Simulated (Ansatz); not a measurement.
The system is PtS2.

```
Pt S
1.0
     3.54320    0.00000    0.00000
    -1.77160    3.06850    0.00000
     0.00000    0.00000    5.03880
Pt S
1 2
Direct
  0.00000 0.00000 0.00000
  0.66667 0.33333 0.77300
  0.33333 0.66667 0.22700
```

Base run:

```yaml
Program: Ansatz 0.2.0
Functional: PBEsol
Potentials_or_basis: Ansatz PAW
Cutoff: "420 eV (not typed: the program's choice for these potentials)"
k_mesh: 9 × 9 × 5
Occupations: fermi-dirac, width 0.05 eV
Spin: no spin polarisation
Hubbard_terms: Pt d U = 6 eV
```

Its results: band gap on the k mesh 0.82 eV, indirect (least direct gap 0.94 eV); pressure 7.2 GPa; largest force 1.105 eV/Å.

**Question.** The run is repeated on the same cell with these changes: hubbard terms from Pt d U = 6 eV to Pt d U = 1 eV. What comes out?

**Answer.** Band gap on the k mesh 0.95 eV, indirect (least direct gap 1.00 eV); pressure 6.5 GPa; largest force 0.978 eV/Å.

Caveats: odd divisions of the mesh miss points on the zone boundary, where band edges often lie, so the gap on the mesh can be too wide; spin-orbit coupling is left out, which moves the levels of the heavy elements; the PAW data sets come from PBE, with cores solved anew for the run's functional, which leaves a small shift of forces and pressure; forces of over 1 eV/Å show positions far from the minimum, so gaps and moduli don't describe the material at rest (some runs).

A k mesh can miss the band edges.
